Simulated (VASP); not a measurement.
# AgCl (Chlorargyrite): band structure with PBE

AgCl (Chlorargyrite):

```
Ag Cl
1.0
     0.00000    2.73500    2.73500
     2.73500    0.00000    2.73500
     2.73500    2.73500    0.00000
Ag Cl
1 1
Direct
  0.00000 0.00000 0.00000
  0.50000 0.50000 0.50000
```

- Program: VASP 6.6.1
- Task: band structure
- Functional: PBE
- Potentials or basis: VASP PAW PBE potentials, release 64 (Ag, Cl)
- Cutoff: 520 eV
- k mesh: 6 × 6 × 6
- Occupations: gaussian, width 0.02 eV
- Spin: spin-orbit coupling, no magnetisation
- Ladder: gaps
- Further INCAR settings: ALGO = Normal; EDIFF = 1e-07

```
Pressure                                              : 3.8 GPa
Valence electrons inside the program's atomic spheres : Ag 9.73; Cl 5.09
```

Wall time 110 s on 2 MPI ranks on Intel(R) Xeon(R) 6975P-C (Granite Rapids) (shared host), peak memory 0.27 GiB a rank.
